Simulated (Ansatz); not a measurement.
# Ge2Pt3: the cost of one run

Method: DFT PBE, scalar-relativistic, plane waves, PAW, in Ansatz 0.2.0.

2 further runs of the same task are left out: 1 that didn't finish, 1 set aside as unsound or not needed.

### Step 1. The system as given

It takes space group Pm-3m (No. 221, cubic). The conventional cell has a = 4.470 Å, b = 4.470 Å, c = 4.470 Å, α = 90.00°, β = 90.00°, γ = 90.00°. Around Ge (site symmetry m-3m) lie 12 Pt at 3.16 Å. Ge (site symmetry m-3m) is surrounded by 6 Pt at 2.23 Å. Pt (site symmetry 4/mmm) is surrounded by 2 Ge at 2.23 Å.

Structure file:

```
Ge Pt
1.0
     4.46960    0.00000    0.00000
     0.00000    4.46960    0.00000
     0.00000    0.00000    4.46960
Ge Pt
2 3
Cartesian
  2.2348 2.2348 2.2348
  0.0000 0.0000 0.0000
  2.2348 0.0000 0.0000
  0.0000 2.2348 0.0000
  0.0000 0.0000 2.2348
```

The cell is invented: random cell by space group and Wyckoff sites (Pm-3m, No. 221). Its size is a rough estimate.

### Step 2. Probe: one point on a coarse mesh

Input file input.yaml:

```yaml
crystal:
  lattice:
    - [4.46960196, 0.0, 0.0]
    - [0.0, 4.46960196, 0.0]
    - [0.0, 0.0, 4.46960196]
  atoms:
    - { symbol: Ge, position: [0.5, 0.5, 0.5] }
    - { symbol: Ge, position: [0.0, 0.0, 0.0] }
    - { symbol: Pt, position: [0.5, 0.0, 0.0] }
    - { symbol: Pt, position: [0.0, 0.5, 0.0] }
    - { symbol: Pt, position: [0.0, 0.0, 0.5] }
basis:
  ecutwfc: 420
kpoints:
  mp_grid: { grid: [4, 4, 4] }
hamiltonian:
  xc: pbe
scf:
  occupations: { method: gaussian, width: 0.1 }
  lower_state_search: "off"
output:
  forces: true
  stress: true
  eigenvalues: true
```

Launch:

```sh
ansatz run input.yaml --threads 1 --pin off --max-ram 2560MiB --backend cpu --events-out ev --progress --plain --runs-dir out
```

What time and memory should one allow on 1 thread of AMD EPYC 9R45 (Zen 5), shared host?

About 1 s, with a peak of 0.39 GiB.
